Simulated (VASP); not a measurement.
Write the native input for VASP 6.6.1 that does the following.

- Task: G0W0 quasiparticle levels
- Functional: PBE
- Potentials or basis: VASP PAW PBE potentials, release 64 (Ga_d_GW, N_GW)
- Cutoff: 500 eV
- k mesh: 7 × 7 × 7
- Occupations: gaussian, width 0.01 eV
- Spin: no spin polarisation
- Cutoff of the response function: 120
- Frequency points: 64
- Empty bands: 58
- GW scheme: G0W0
- GW iterations: 1
- Valence bands in the BSE: 3
- Conduction bands in the BSE: 6
- Further INCAR settings: ALGO = BSE; EDIFF = 1e-08; NBANDS = 67

Crystal: GaN.

```
Ga N
1.0
     0.00000    2.13524    2.13524
     2.13524    0.00000    2.13524
     2.13524    2.13524    0.00000
Ga N
1 1
Direct
  0.00000 0.00000 0.00000
  0.50000 0.50000 0.50000
```

Measurements of this composition are mostly on another form, of space group No. 186.

These files were run (other wordings do the same):

POSCAR

```
GaN
1.0
    0.0000000000      2.1352350000      2.1352350000
    2.1352350000      0.0000000000      2.1352350000
    2.1352350000      2.1352350000      0.0000000000
Ga N
1 1
Direct
    0.0000000000      0.0000000000      0.0000000000
    0.5000000000      0.5000000000      0.5000000000
```

INCAR.step1

```
ALGO = Fast
EDIFF = 1E-8
ENCUT = 500
GGA = PE
ISMEAR = 0
LASPH = True
LCHARG = False
LREAL = False
LWAVE = True
NELM = 80
PREC = Accurate
SIGMA = 0.01
```

INCAR.step2

```
ALGO = Exact
EDIFF = 1E-8
ENCUT = 500
GGA = PE
ISMEAR = 0
ISTART = 1
LASPH = True
LCHARG = False
LOPTICS = True
LREAL = False
LWAVE = True
NBANDS = 67
NELM = 1
PREC = Accurate
SIGMA = 0.01
```

INCAR.step3

```
ALGO = EVGW0
EDIFF = 1E-8
ENCUT = 500
ENCUTGW = 120
GGA = PE
ISMEAR = 0
ISTART = 1
LASPH = True
LCHARG = False
LREAL = False
LWAVE = True
NBANDS = 67
NBANDSGW = 17
NELMGW = 1
NOMEGA = 64
PREC = Accurate
PRECFOCK = Fast
SIGMA = 0.01
```

INCAR.step4

```
ALGO = BSE
ANTIRES = 0
EDIFF = 1E-8
ENCUT = 500
ENCUTGW = 120
GGA = PE
ISMEAR = 0
ISTART = 1
LASPH = True
LCHARG = False
LREAL = False
LWAVE = False
NBANDS = 67
NBANDSO = 3
NBANDSV = 6
NBSEEIG = 10
OMEGAMAX = 20
PREC = Accurate
PRECFOCK = Fast
SIGMA = 0.01
```

KPOINTS

```
k-points
0
Gamma
  7 7 7
```

Potentials or basis: VASP PAW PBE potentials, release 64 (Ga_d_GW, N_GW).

The run is started by

```bash
$ cat potpaw_PBE.64/Ga_d_GW/POTCAR potpaw_PBE.64/N_GW/POTCAR > POTCAR
$ cp INCAR.step1 INCAR
$ mpirun -np 1 vasp_std > vasp.out
$ cp INCAR.step2 INCAR
$ mpirun -np 1 vasp_std > vasp.out
$ cp INCAR.step3 INCAR
$ mpirun -np 1 vasp_std > vasp.out
$ cp INCAR.step4 INCAR
$ mpirun -np 1 vasp_std > vasp.out
```

It gave:

* Band gap on the k mesh, mean-field level: 0.81 eV, indirect (least direct gap 2.37 eV)
* Quasiparticle gap: 1.60 eV
* Least direct quasiparticle gap: 3.30 eV

Caveat: bands, screening cutoff and mesh are small and nothing is extrapolated, so the quasiparticle values aren't converged; an odd mesh through Γ misses points on the zone boundary, where band edges often lie.

It took 12 min on 1 thread of Intel(R) Xeon(R) 6975P-C (Granite Rapids), with other jobs on the host, peak memory 1.4 GiB.
